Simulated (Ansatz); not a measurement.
# What Al vacancy, symmetric start does to AlSb

Base system: a 24-atom supercell of AlSb in the zinc blende structure (space group F-43m, No. 216; a = 6.157 Å) at its relaxed geometry.

Now apply this change: a neutral Al vacancy, symmetric start, atoms relaxed at fixed cell.

Level of theory: Ansatz (an electronic-structure program), PBEsol, PAW, cutoff 420 eV, without spin-orbit coupling. Settings: 5×4×5 k-points, 0.01 eV Fermi–Dirac smearing.

```json
[
 {"quantity": "pressure", "base": "0.0 GPa", "changed": "-1.6 GPa", "shift": "-1.6 GPa"},
 {"quantity": "gap of the supercell", "base": "1.15 eV", "changed": "zero", "shift": "–"},
 {"quantity": "total moment of the cell", "base": "–", "changed": "0.0 μB", "shift": "–"},
 {"quantity": "energy gained by relaxation", "base": "–", "changed": "0.17 eV", "shift": "–"},
 {"quantity": "largest displacement of a host atom from its site in the perfect cell", "base": "–", "changed": "0.35 Å", "shift": "–"},
 {"quantity": "mean distance from the defect site to its nearest host atoms", "base": "2.67 Å", "changed": "2.42 Å", "shift": "-0.243 Å"}
]
```

Final structure:

```
CELL_PARAMETERS angstrom
      0.00000     6.15704     6.15704
      6.15704    -6.15704     6.15704
      6.15704     6.15704     0.00000
ATOMIC_POSITIONS crystal
  Sb 0.49949 0.25108 0.49949
  Sb 0.49949 0.25108 0.00102
  Sb 0.66667 0.59035 0.66667
  Sb 0.67073 0.58078 0.16464
  Sb 0.84514 0.92711 0.84514
  Sb 0.84514 0.92711 0.30972
  Sb 0.00102 0.25108 0.49949
  Sb 0.00000 0.21640 0.00000
  Sb 0.16464 0.58078 0.67073
  Sb 0.16464 0.58078 0.16464
  Sb 0.30972 0.92711 0.84514
  Sb 0.33333 0.91559 0.33333
  Al 0.99667 0.99911 0.50166
  Al 0.16119 0.32700 0.16119
  Al 0.16119 0.32700 0.67762
  Al 0.33333 0.66180 0.33333
  Al 0.33000 0.67475 0.83500
  Al 0.50166 0.99911 0.99667
  Al 0.50166 0.99911 0.50166
  Al 0.67762 0.32700 0.16119
  Al 0.66667 0.33635 0.66667
  Al 0.83500 0.67475 0.33000
  Al 0.83500 0.67475 0.83500
```

Cost of the whole job for the changed cell (relaxation, final SCF and bands): very roughly 40 core-minutes.

The magnetic state is the one reached from the starting moments; the real material's order can differ, and small cells can't hold many antiferromagnetic ones. In so small a cell the defect repeats every few ångströms: this is an ordered compound, not a dilute defect. The defect started on the symmetric site and kept its symmetry, so it may sit on a saddle. With Sb present, leaving out spin-orbit coupling can change the band edges. Seeded moments were not kept for Al vacancy. The defect cell is spin-polarised and ends with 0.0 μB.
